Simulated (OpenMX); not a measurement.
CdSe:

```
CELL_PARAMETERS angstrom
0.00000 3.07027 3.07027
3.07027 0.00000 3.07027
3.07027 3.07027 0.00000
ATOMIC_POSITIONS crystal
Cd 0.00000 0.00000 0.00000
Se 0.25000 0.25000 0.25000
```

Measurements of this composition are mostly on another form, of space group No. 186.

```yaml
Program: OpenMX 3.8.5
Task: single point
Functional: PBE
Potentials_or_basis: OpenMX 2013 PBE set, Cd7.0-s3p2d2, Se7.0-s3p2d2, grid cutoff 260 Ry
k_mesh: 9 × 9 × 9
Occupations: fermi-dirac, width 0.05 eV
Spin: no spin polarisation
```

On this cell: pressure 2.2 GPa; largest force zero by symmetry; band gap on the k mesh 0.70 eV, direct.

The same run follows on a disturbed copy (atoms moved at random, drawn with an rms of 0.05 Å):

```
Cd Se
1.0
     0.00000    3.07027    3.07027
     3.07027    0.00000    3.07027
     3.07027    3.07027    0.00000
Cd Se
1 1
Direct
  0.99226 0.01044 0.00353
  0.26661 0.25053 0.23622
```

Problem. What changes?

Solution. The energy moves by +13.4 meV/atom; pressure 2.4 GPa; largest force 0.563 eV/Å; band gap on the k mesh 0.65 eV, direct.

Forces on the atoms (eV/Å):
```
Cd  -0.467  0.166  0.257
Se   0.474 -0.167 -0.254
```

Caveats: the real-space grid is coarse for these elements, which adds noise of up to some 20 meV/atom to energies and shifts forces, pressures and volumes; the basis of atomic orbitals isn't converged, which shifts pressures, moduli and gaps.

